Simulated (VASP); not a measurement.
# BN (lda): single point with LDA

**What was measured.**

From a printed reference work, monograph, for a bulk crystal of BN at 300 K: band gap 6.4 eV (indirect).

The system is BN (lda).

```
B N
1.0
     0.00000    1.79027    1.79027
     1.79027    0.00000    1.79027
     1.79027    1.79027    0.00000
B N
1 1
Cartesian
  0.0000 0.0000 0.0000
  0.8951 0.8951 0.8951
```

```yaml
Program: VASP 6.6.1
Task: single point
Functional: LDA
Potentials_or_basis: VASP PAW LDA potentials, release 64 (B, N)
Cutoff: 600 eV
k_mesh: 12 × 12 × 12
Occupations: gaussian, width 0.02 eV
Spin: no spin polarisation
Dipole_correction: no
Further_INCAR_settings: ALGO = Normal; EDIFF = 1e-06; NBANDS = 11
```

* Pressure: 0.8 GPa
* Band gap on the k mesh: 4.38 eV, indirect (least direct gap 8.82 eV)

Levels at points of the mesh, in eV from the valence-band top:
| k point | band 1 | band 2 | band 3 | band 4 | band 5 | band 6 | band 7 | band 8 |
| --- | --- | --- | --- | --- | --- | --- | --- | --- |
| (0.00, 0.00, 0.00) | -20.40 | 0.00 | 0.00 | 0.00 | 8.82 | 8.82 | 8.82 | 10.91 |
| (0.50, 0.00, 0.00) | -15.98 | -10.98 | -2.00 | -2.00 | 10.59 | 10.72 | 10.72 | 15.31 |
| (0.50, 0.50, 0.00) | -14.56 | -9.07 | -5.07 | -5.07 | 4.38 | 9.31 | 18.14 | 18.14 |

It took 6.5 s on 1 thread of Intel Xeon 6975P-C, on a shared host, peak memory 0.12 GiB.

Measured gap of BN: 6.4 eV (indirect; 300 K; a printed reference work, monograph). This calculation gives 4.38 eV (-2.02 eV). The value is that of LDA on a finite k mesh, which can miss the band edges, without temperature or zero-point motion. Semilocal functionals fall short of measured gaps as a rule.
